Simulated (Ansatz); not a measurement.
An input for Ansatz 0.2.0 (SnTe (puckered monolayer (GeS type))):

```yaml
crystal:
  lattice:
    - [4.5594486497, 0.0, 0.0]
    - [0.0, 4.5616783254, 0.0]
    - [0.0, 0.0, 29.5]
  atoms:
    - { symbol: Sn, position: [0.0553144511, 0.0, 0.5452180727] }
    - { symbol: Te, position: [0.5446855489, 0.5, 0.5535172982] }
    - { symbol: Sn, position: [0.5553144511, 0.5, 0.4547819273] }
    - { symbol: Te, position: [0.0446855489, 0.0, 0.4464827018] }
  periodic: [true, true, false]
kpoints:
  mp_grid: { grid: [12, 12, 1] }
hamiltonian:
  xc: pbe
scf:
  occupations: { method: fixed }
  n_extra_bands: 57
output:
  optics: { e_range: [0, 12], de: 0.05, sigma: 0.1 }
```

```sh
ansatz run input.yaml --threads 3 --pin off --max-ram 92160MiB --backend cuda --events-out ev --progress --plain --runs-dir out --devices 1 --max-vram 13GiB
```

Question: How long will it take on 1 × NVIDIA H100 80GB HBM3 (shared by 6 runs) with 3 threads of AMD EPYC 7R13 (Zen 3), shared host, and how much memory?

It took 1.7 min; on shared hardware allow 50 s to 3.4 min. Peak host memory was 2.7 GiB.

[Paths, hosts, dates, memory and timing lines, banners, echoed tables and standing remarks are left out of the program output.]

[Logs are printed without paths, hosts, clocks, repeated set-up lines and the standing remarks that a program may print on its own settings, such as how far it seeks lower states.]

[Runs of the session that timed out or met a known fault of the program may be left out.]

[Cells called generated may have been cut or substituted from an entry of the Crystallography Open Database or the Materials Project.]

[Hosts, paths, dates, database ids (printed as entryN), source tags and the programs' standing remarks are cut or masked in the printed files.]
